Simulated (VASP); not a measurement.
# MnS (Fm-3m) in VASP: further runs

One crystal, MnS, is run at these levels: PBEsol+U; tasks: single point.

Everything below comes from runs of VASP 6.6.1. Logs are shortened: lines on timing, memory, paths and dates and some standing lists are left out, and cuts for length are marked.

## Step 1: The structure

It takes space group Fm-3m (No. 225, cubic). Conventional cell: a = 5.224 Å, b = 5.224 Å, c = 5.224 Å, α = 90.00°, β = 90.00°, γ = 90.00°. Around Mn (site symmetry m-3m) lie 6 S at 2.61 Å. Around S (site symmetry m-3m) lie 6 Mn at 2.61 Å.

## Step 2: Single point, PBEsol+U, collinear spin, ferrimagnetic start

Contents of INCAR:

```
ALGO = Normal ; EDIFF = 1E-7
ENCUT = 520 ; GGA = PS
ISIF = 2 ; ISMEAR = 0
ISPIN = 2 ; LASPH = True
LCHARG = False ; LDAU = True
LDAUJ = 0 0 ; LDAUL = 2 -1
LDAUPRINT = 1 ; LDAUTYPE = 2
LDAUU = 2 0 ; LMAXMIX = 4
LORBIT = 11 ; LREAL = False
LWAVE = False ; MAGMOM = 4 -2 0 0
NELM = 120 ; PREC = Accurate
SIGMA = 0.05
```

Contents of KPOINTS:

```
k-points
0
Gamma
  6 6 6
```

Contents of POSCAR:

```
MnS
1.0
    2.6122498900      2.6122498900      5.2244997800
    2.6122498900     -2.6122498900      0.0000000000
    2.6122498900      2.6122498900      0.0000000000
Mn S
2 2
Direct
    0.0000000000      0.0000000000      0.0000000000
    0.5000000000      0.5000000000      0.0000000000
    0.5000000000      0.0000000000      0.5000000000
    0.0000000000      0.5000000000      0.5000000000
```

Potentials or basis: VASP PAW PBE potentials, release 64 (Mn_pv, S).

Launch:

```bash
cat potpaw_PBE.64/Mn_pv/POTCAR potpaw_PBE.64/S/POTCAR > POTCAR
mpirun -np 1 vasp_std > vasp.out
```

OUTCAR:

```text
EDIFF = 1E-7
   ENCUT = 520
   GGA = PS
   ISIF = 2
   ISMEAR = 0
   ISPIN = 2
   LASPH = True
   LORBIT = 11
   LREAL = False
   NELM = 120
   PREC = Accurate

 ion  position               nearest neighbor table
   1  0.000  0.000  0.000-   4 2.61   3 2.61   4 2.61   4 2.61   4 2.61   3 2.61
   2  0.500  0.500  0.000-   3 2.61   3 2.61   4 2.61   3 2.61   3 2.61   4 2.61
   3  0.500  0.000  0.500-   2 2.61   1 2.61   2 2.61   2 2.61   2 2.61   1 2.61
   4  0.000  0.500  0.500-   1 2.61   1 2.61   2 2.61   1 2.61   1 2.61   2 2.61

  LATTYP: Found a simple tetragonal cell.
 ALAT       =     3.6942792227
 C/A-ratio  =     1.4142135624

  Lattice vectors:

 A1 = (   2.6122498900,  -2.6122498900,   0.0000000000)
 A2 = (   2.6122498900,   2.6122498900,   0.0000000000)
 A3 = (   0.0000000000,   0.0000000000,   5.2244997800)

Analysis of symmetry for initial positions (statically):
=====================================================================
 Subroutine PRICEL returns following result:

  LATTYP: Found a face centered cubic cell.
 ALAT       =     5.2244997800

  Lattice vectors:

 A1 = (   2.6122498900,   0.0000000000,   2.6122498900)
 A2 = (   2.6122498900,   2.6122498900,   0.0000000000)
 A3 = (   0.0000000000,   2.6122498900,   2.6122498900)

   2 primitive cells build up your supercell.

 Routine SETGRP: Setting up the symmetry group for a
 simple tetragonal supercell.

 Subroutine GETGRP returns: Found 16 space group operations
 (whereof 16 operations were pure point group operations)
 out of a pool of 16 trial point group operations.

The static configuration has the point symmetry D_4h.

Analysis of symmetry for dynamics (positions and initial velocities):
=====================================================================
 Subroutine PRICEL returns following result:

  LATTYP: Found a face centered cubic cell.
 ALAT       =     5.2244997800

  Lattice vectors:

 A1 = (   2.6122498900,   0.0000000000,   2.6122498900)
 A2 = (   2.6122498900,   2.6122498900,   0.0000000000)
 A3 = (   0.0000000000,   2.6122498900,   2.6122498900)

   2 primitive cells build up your supercell.

 Routine SETGRP: Setting up the symmetry group for a
 simple tetragonal supercell.

 Subroutine GETGRP returns: Found 16 space group operations
 (whereof 16 operations were pure point group operations)
 out of a pool of 16 trial point group operations.

The dynamic configuration has the point symmetry D_4h.

Analysis of structural, dynamic, and magnetic symmetry:
=====================================================================
 Subroutine PRICEL returns:
 Original cell was already a primitive cell.

 Routine SETGRP: Setting up the symmetry group for a
 simple tetragonal supercell.

 Subroutine GETGRP returns: Found 16 space group operations
 (whereof 16 operations were pure point group operations)
 out of a pool of 16 trial point group operations.

The overall configuration has the point symmetry D_4h.

[... 151 lines left out ...]
  free energy    TOTEN  =       -27.75400742 eV

  energy without entropy =      -27.74825685  energy(sigma->0) =      -27.75113214

atom =   1  type =  1  l = 2

 onsite density matrix

spin component  1

  0.9246  0.0000  0.0000  0.0000  0.0000
  0.0000  0.9211 -0.0000  0.0000  0.0000
  0.0000 -0.0000  0.9445  0.0000  0.0000
  0.0000  0.0000  0.0000  0.9211  0.0000
  0.0000  0.0000  0.0000  0.0000  0.9446

spin component  2

  0.0200 -0.0000  0.0000  0.0000  0.0000
 -0.0000  0.0236  0.0000  0.0000 -0.0000
  0.0000  0.0000  0.0929 -0.0000  0.0000
  0.0000  0.0000 -0.0000  0.0236 -0.0000
  0.0000 -0.0000  0.0000 -0.0000  0.0973

 occupancies and eigenvectors

  o =  0.0200  v =  0.0000  0.0000  0.0000  0.0000  0.0000  1.0000  0.0000  0.0000  0.0000  0.0000      0.0000  0.0000  0.0000  0.0000  0.0000  0.0000  0.0000  0.0000  0.0000  0.0000
  o =  0.0236  v =  0.0000  0.0000  0.0000  0.0000  0.0000  0.0000  0.8651 -0.0000 -0.5015 -0.0000      0.0000  0.0000  0.0000  0.0000  0.0000  0.0000  0.0000  0.0000  0.0000  0.0000
  o =  0.0236  v =  0.0000  0.0000  0.0000  0.0000  0.0000  0.0000  0.5015 -0.0000  0.8651 -0.0000      0.0000  0.0000  0.0000  0.0000  0.0000  0.0000  0.0000  0.0000  0.0000  0.0000
  o =  0.0929  v =  0.0000  0.0000  0.0000  0.0000  0.0000  0.0000 -0.0000 -1.0000 -0.0000  0.0000      0.0000  0.0000  0.0000  0.0000  0.0000  0.0000  0.0000  0.0000  0.0000  0.0000
  o =  0.0973  v =  0.0000  0.0000  0.0000  0.0000  0.0000  0.0000 -0.0000 -0.0000  0.0000 -1.0000      0.0000  0.0000  0.0000  0.0000  0.0000  0.0000  0.0000  0.0000  0.0000  0.0000
  o =  0.9211  v =  0.0000  0.9885  0.0000 -0.1510  0.0000  0.0000  0.0000  0.0000  0.0000  0.0000      0.0000  0.0000  0.0000  0.0000  0.0000  0.0000  0.0000  0.0000  0.0000  0.0000
  o =  0.9211  v =  0.0000  0.1510 -0.0000  0.9885  0.0000  0.0000  0.0000  0.0000  0.0000  0.0000      0.0000  0.0000  0.0000  0.0000  0.0000  0.0000  0.0000  0.0000  0.0000  0.0000
  o =  0.9246  v =  1.0000  0.0000  0.0000  0.0000  0.0000  0.0000  0.0000  0.0000  0.0000  0.0000      0.0000  0.0000  0.0000  0.0000  0.0000  0.0000  0.0000  0.0000  0.0000  0.0000
  o =  0.9445  v =  0.0000 -0.0000  1.0000  0.0000 -0.0000  0.0000  0.0000  0.0000  0.0000  0.0000      0.0000  0.0000  0.0000  0.0000  0.0000  0.0000  0.0000  0.0000  0.0000  0.0000
  o =  0.9446  v =  0.0000  0.0000 -0.0000  0.0000 -1.0000  0.0000  0.0000  0.0000  0.0000  0.0000      0.0000  0.0000  0.0000  0.0000  0.0000  0.0000  0.0000  0.0000  0.0000  0.0000

atom =   2  type =  1  l = 2

 onsite density matrix

spin component  1

  0.0200  0.0000  0.0000  0.0000 -0.0000
  0.0000  0.0236 -0.0000  0.0000  0.0000
  0.0000 -0.0000  0.0929  0.0000 -0.0000
  0.0000  0.0000  0.0000  0.0236  0.0000
 -0.0000  0.0000 -0.0000  0.0000  0.0973

spin component  2

  0.9246 -0.0000  0.0000 -0.0000  0.0000
 -0.0000  0.9211  0.0000  0.0000 -0.0000
  0.0000  0.0000  0.9445 -0.0000  0.0000
 -0.0000  0.0000 -0.0000  0.9211 -0.0000
  0.0000 -0.0000  0.0000 -0.0000  0.9446

 occupancies and eigenvectors

  o =  0.0200  v =  1.0000  0.0000  0.0000  0.0000  0.0000  0.0000  0.0000  0.0000  0.0000  0.0000      0.0000  0.0000  0.0000  0.0000  0.0000  0.0000  0.0000  0.0000  0.0000  0.0000
  o =  0.0236  v =  0.0000 -0.0015 -0.0000 -1.0000  0.0000  0.0000  0.0000  0.0000  0.0000  0.0000      0.0000  0.0000  0.0000  0.0000  0.0000  0.0000  0.0000  0.0000  0.0000  0.0000
  o =  0.0236  v =  0.0000 -1.0000  0.0000  0.0015 -0.0000  0.0000  0.0000  0.0000  0.0000  0.0000      0.0000  0.0000  0.0000  0.0000  0.0000  0.0000  0.0000  0.0000  0.0000  0.0000
  o =  0.0929  v =  0.0000 -0.0000  1.0000 -0.0000  0.0000  0.0000  0.0000  0.0000  0.0000  0.0000      0.0000  0.0000  0.0000  0.0000  0.0000  0.0000  0.0000  0.0000  0.0000  0.0000
  o =  0.0973  v =  0.0000  0.0000  0.0000 -0.0000 -1.0000  0.0000  0.0000  0.0000  0.0000  0.0000      0.0000  0.0000  0.0000  0.0000  0.0000  0.0000  0.0000  0.0000  0.0000  0.0000
  o =  0.9211  v =  0.0000  0.0000  0.0000  0.0000  0.0000  0.0000 -0.9915 -0.0000  0.1303  0.0000      0.0000  0.0000  0.0000  0.0000  0.0000  0.0000  0.0000  0.0000  0.0000  0.0000
  o =  0.9211  v =  0.0000  0.0000  0.0000  0.0000  0.0000  0.0000 -0.1303  0.0000 -0.9915  0.0000      0.0000  0.0000  0.0000  0.0000  0.0000  0.0000  0.0000  0.0000  0.0000  0.0000
  o =  0.9246  v =  0.0000  0.0000  0.0000  0.0000  0.0000  1.0000  0.0000  0.0000  0.0000  0.0000      0.0000  0.0000  0.0000  0.0000  0.0000  0.0000  0.0000  0.0000  0.0000  0.0000
  o =  0.9445  v =  0.0000  0.0000  0.0000  0.0000  0.0000  0.0000  0.0000 -1.0000 -0.0000  0.0000      0.0000  0.0000  0.0000  0.0000  0.0000  0.0000  0.0000  0.0000  0.0000  0.0000
  o =  0.9446  v =  0.0000  0.0000  0.0000  0.0000  0.0000  0.0000  0.0000  0.0000 -0.0000  1.0000      0.0000  0.0000  0.0000  0.0000  0.0000  0.0000  0.0000  0.0000  0.0000  0.0000

 number of electron      37.9999991 magnetization       0.0000090

 Free energy of the ion-electron system (eV)
  ---------------------------------------------------
  ext. energy  EPLUGINS =         0.00000000
  ---------------------------------------------------
  free energy    TOTEN  =       -28.46250251 eV

  energy without entropy =      -28.46250251  energy(sigma->0) =      -28.46250251

 E-fermi :   6.6274     XC(G=0): -10.7452

 val. band max:        6.4521909421   @ k =   0.5000   0.5000   0.0000
 cond. band min:       6.8075843190   @ k =   0.5000   0.0000   0.0000
 fundamental gap:      0.3553933768
 Fermi energy:         6.6274133987

 spin component 1

 k-point     1 :       0.0000    0.0000    0.0000
  band No.  band energies     occupation
      1     -44.2779      1.00000
      2     -44.2709      1.00000
      3     -44.2709      1.00000
      4     -39.5580      1.00000
      5     -39.5474      1.00000
      6     -39.5474      1.00000
[... 1289 lines left out ...]
     23       8.8021      0.00000
     24      10.1655      0.00000

 [... further k-points ...]
[... 5 lines left out ...]
  --------------------------------------------------------------------------------------
  -------------------------------------------------------------------------------------
  Total       -1.3192802     -1.3192802     -1.3084605      0.0000000      0.0000000      0.0000000
  in kB      -29.6444547    -29.6444547    -29.4013339      0.0000000      0.0000000      0.0000000
  external PRESSURE =     -29.5634144 kB  Pullay stress =       0.0000000 kB

 VOLUME and BASIS-vectors are now :
 -----------------------------------------------------------------------------
  energy-cutoff  :      520.00
  volume of cell :       71.30
      direct lattice vectors                 reciprocal lattice vectors
     2.612249890  2.612249890  5.224499780     0.000000000  0.000000000  0.191405884
     2.612249890 -2.612249890  0.000000000     0.191405884 -0.191405884  0.000000000
     2.612249890  2.612249890  0.000000000     0.191405884  0.191405884 -0.191405884

 POSITION                                       TOTAL-FORCE (eV/Angst)
 -----------------------------------------------------------------------------------
      0.00000      0.00000      0.00000         0.000000      0.000000      0.000000
      2.61225      0.00000      2.61225        -0.000000     -0.000000      0.000000
      2.61225      2.61225      2.61225         0.000000      0.000000      0.000000
      2.61225      0.00000      0.00000         0.000000      0.000000      0.000000
 -----------------------------------------------------------------------------------
    total drift:                                0.000000      0.000000      0.000000

  FREE ENERGIE OF THE ION-ELECTRON SYSTEM (eV)
  ---------------------------------------------------
  free  energy   TOTEN  =       -28.4625025140 eV

  energy  without entropy=      -28.4625025115  energy(sigma->0) =      -28.46250251

 total charge

# of ion       s       p       d       tot
------------------------------------------
    1        0.220   6.169   4.895  11.284
    2        0.220   6.169   4.895  11.284
    3        1.316   2.413   0.000   3.729
    4        1.316   2.413   0.000   3.729
--------------------------------------------------
tot          3.072  17.163   9.791  30.026

 magnetization (x)

# of ion       s       p       d       tot
------------------------------------------
    1        0.039   0.036   4.389   4.465
    2       -0.039  -0.036  -4.389  -4.465
    3       -0.007  -0.030   0.000  -0.037
    4        0.007   0.030   0.000   0.037
--------------------------------------------------
tot         -0.000   0.000  -0.000   0.000
```

Wall time 93 s (1 thread of AMD EPYC 9R45 (Zen 5), shared host); peak memory 0.24 GiB.

Results:

```
Free energy                                           : -28.4625 eV
Pressure                                              : -3.0 GPa
Band gap on the k mesh                                : 0.36 eV
Net moment                                            : 0.00 μB per cell
Site moments                                          : Mn +4.46, -4.46; S -0.04, +0.04 μB
Valence electrons inside the program's atomic spheres : Mn 11.28; S 3.73
```

Levels at points of the mesh, in eV from the valence-band top:
Spin up:
| k point | band 16 | band 17 | band 18 | band 19 | band 20 | band 21 | band 22 | band 23 |
| --- | --- | --- | --- | --- | --- | --- | --- | --- |
| (0.00, 0.00, 0.00) | -3.20 | -1.60 | -1.60 | -1.59 | 0.36 | 1.03 | 1.29 | 1.71 |
| (0.50, 0.00, 0.00) | -2.71 | -2.16 | -1.99 | -1.99 | 0.36 | 1.29 | 2.06 | 2.20 |
| (0.00, 0.50, 0.00) | -3.03 | -3.02 | -2.49 | -0.10 | 1.77 | 1.82 | 2.12 | 2.21 |
| (0.50, 0.50, 0.00) | -2.79 | -2.57 | -0.24 | 0.00 | 2.20 | 2.25 | 2.37 | 2.88 |
| (0.00, 0.50, 0.50) | -3.40 | -3.26 | -3.26 | -2.61 | 1.74 | 1.74 | 1.77 | 2.22 |
| (0.50, 0.50, 0.50) | -3.25 | -3.19 | -3.19 | -3.13 | 0.66 | 0.95 | 0.95 | 1.75 |
Spin down:
| k point | band 16 | band 17 | band 18 | band 19 | band 20 | band 21 | band 22 | band 23 |
| --- | --- | --- | --- | --- | --- | --- | --- | --- |
| (0.00, 0.00, 0.00) | -3.20 | -1.60 | -1.60 | -1.59 | 0.36 | 1.03 | 1.29 | 1.71 |
| (0.50, 0.00, 0.00) | -2.71 | -2.16 | -1.99 | -1.99 | 0.36 | 1.29 | 2.06 | 2.20 |
| (0.00, 0.50, 0.00) | -3.03 | -3.02 | -2.49 | -0.10 | 1.77 | 1.82 | 2.12 | 2.21 |
| (0.50, 0.50, 0.00) | -2.79 | -2.57 | -0.24 | 0.00 | 2.20 | 2.25 | 2.37 | 2.88 |
| (0.00, 0.50, 0.50) | -3.40 | -3.26 | -3.26 | -2.61 | 1.74 | 1.74 | 1.77 | 2.22 |
| (0.50, 0.50, 0.50) | -3.25 | -3.19 | -3.19 | -3.13 | 0.66 | 0.95 | 0.95 | 1.75 |

Eigenvalues of the final occupation matrices:
```tsv
site	spin	trace	eigenvalues
site 1 d	1	4.66	0.92 0.92 0.92 0.94 0.94
site 1 d	2	0.26	0.02 0.02 0.02 0.09 0.10
site 2 d	1	0.26	0.02 0.02 0.02 0.09 0.10
site 2 d	2	4.66	0.92 0.92 0.92 0.94 0.94
```

Caveat: the PAW data sets were made with another functional, which shifts forces and pressure a little. A k mesh can miss the band edges.

## Step 3: Single point, PBEsol+U, collinear spin, random start

This run uses another cell than the first one: it holds 2 atoms, not 4.

Contents of INCAR:

```
SYSTEM = MnS
ALGO = Normal
EDIFF = 1E-6
ENCUT = 520
GGA = PS
ISIF = 2
ISMEAR = 0
ISPIN = 2
LASPH = .TRUE.
LCHARG = .TRUE.
LDAU = .TRUE.
LDAUJ = 0 0
LDAUL = 2 -1
LDAUPRINT = 1
LDAUTYPE = 2
LDAUU = 2 0
LELF = .TRUE.
LMAXMIX = 4
LORBIT = 11
LREAL = .FALSE.
LVHAR = .TRUE.
LWAVE = .FALSE.
MAGMOM = 4.78 0
NELM = 150
PREC = Accurate
SIGMA = 0.05
```

Contents of KPOINTS:

```
k-points
0
G
  6 6 6
  0 0 0
```

Contents of POSCAR:

```
MnS
1.0
    0.0000000000      2.6122498900      2.6122498900
    2.6122498900      0.0000000000      2.6122498900
    2.6122498900      2.6122498900      0.0000000000
Mn S
1 1
Direct
    0.0000000000      0.0000000000      0.0000000000
    0.5000000000      0.5000000000      0.5000000000
```

Potentials or basis: VASP PAW PBE potentials, release 64 (Mn_pv, S).

Launch:

```bash
cat potpaw_PBE.64/Mn_pv/POTCAR potpaw_PBE.64/S/POTCAR > POTCAR
mpirun -np 1 vasp_std > vasp.out
```

Run time: 15 s. Hardware: 1 thread of AMD EPYC 9R45 (Zen 5), shared host; peak memory 0.14 GiB.

Results (log left out):

* Free energy: -14.1990 eV
* Pressure: -2.5 GPa
* Band gap on the k mesh: none (metal or under the smearing width)
* Net moment: 4.96 μB per cell
* Site moments: Mn +4.49; S +0.11 μB
* Valence electrons inside the program's atomic spheres: Mn 11.29; S 3.73

Levels at points of the mesh, in eV from the Fermi level:
Spin up:
| k point | band 8 | band 9 | band 10 | band 11 | band 12 | band 13 | band 14 | band 15 |
| --- | --- | --- | --- | --- | --- | --- | --- | --- |
| (0.00, 0.00, 0.00) | -4.26 | -4.26 | -1.77 | -1.77 | -1.77 | 1.54 | 8.33 | 8.33 |
| (0.50, 0.00, 0.00) | -3.86 | -3.86 | -3.36 | 0.00 | 0.00 | 2.66 | 5.25 | 5.25 |
| (0.50, 0.50, 0.00) | -3.73 | -3.73 | -3.41 | -3.41 | -3.24 | 0.68 | 5.08 | 10.00 |
Spin down:
```tsv
k point	band 3	band 4	band 5	band 6	band 7	band 8	band 9	band 10	band 11	band 12
(0.00, 0.00, 0.00)	-46.00	-14.11	-1.50	-1.50	-1.50	1.04	1.04	1.04	1.07	1.07
(0.50, 0.00, 0.00)	-46.00	-12.81	-6.26	-3.04	-3.04	2.14	2.14	2.28	3.28	3.85
(0.50, 0.50, 0.00)	-46.01	-12.63	-5.47	-3.05	-3.05	-0.26	1.54	2.03	2.42	2.42
```

Eigenvalues of the final occupation matrices:
| site | spin | trace | eigenvalues |
| --- | --- | --- | --- |
| site 1 d | 1 | 4.66 | 0.92 0.92 0.92 0.94 0.94 |
| site 1 d | 2 | 0.25 | 0.02 0.02 0.02 0.09 0.09 |

Caveat: the PAW data sets were made with another functional, which shifts forces and pressure a little; a cell with one magnetic atom can't hold antiferromagnetic order, which such compounds often take. The state reached can hang on the start; a lower one may exist.
